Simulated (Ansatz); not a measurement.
Crystal: HfO2.

```
Hf O
1.0
     4.81353    0.00000    0.00000
     0.00000    4.81353    0.00000
     0.00000    0.00000    3.20542
Hf O
2 4
Direct
  0.50000 0.50000 0.50000
  0.00000 0.00000 0.00000
  0.80504 0.19496 0.50000
  0.69496 0.69496 0.00000
  0.30504 0.30504 0.00000
  0.19496 0.80504 0.50000
```

Measurements of this composition are mostly on another form, of space group No. 14.

| Quantity | Value |
| --- | --- |
| Program | Ansatz 0.2.0 |
| Task | relaxation of cell and atoms |
| Functional | r2SCAN |
| Potentials or basis | Ansatz PAW |
| Cutoff | 500 eV (not typed: the program's choice for these potentials) |
| k mesh | 6 × 6 × 8 |
| Occupations | fermi-dirac, width 0.05 eV |
| Spin | no spin polarisation |

At the start: volume 12.38 Å³/atom.

Task: How do energy, volume and symmetry change on relaxing?

Result: It ends after 4 steps and the volume is 12.56 Å³/atom (+1.5 %); space group P4_2/mnm (No. 136, to 0.05 Å).

Step by step:
```
step  energy change (eV)  largest force (eV/Å)  volume (Å³)
   1              0.0000                0.0413        74.27
   2             -0.0110                0.0100        75.60
   3             -0.0116                0.0079        75.39
   4             -0.0121                0.0078        75.39
```

Final structure:
```xyz
6
Lattice="4.8389 0.0000 0.0000 0.0000 4.8389 0.0000 0.0000 0.0000 3.2197" Properties=species:S:1:pos:R:3 pbc="T T T"
Hf    2.4195    2.4195    1.6099
Hf    0.0000    0.0000    0.0000
O     3.8954    0.9435    1.6099
O     3.3629    3.3629    0.0000
O     1.4760    1.4760    0.0000
O     0.9435    3.8954    1.6099
```

Caveat: the plane-wave basis is chosen anew once the cell has moved, so the energies of steps on either side of that aren't comparable; the PAW data sets come from PBE, with cores solved anew for the run's functional, which leaves a small shift of forces and pressure.
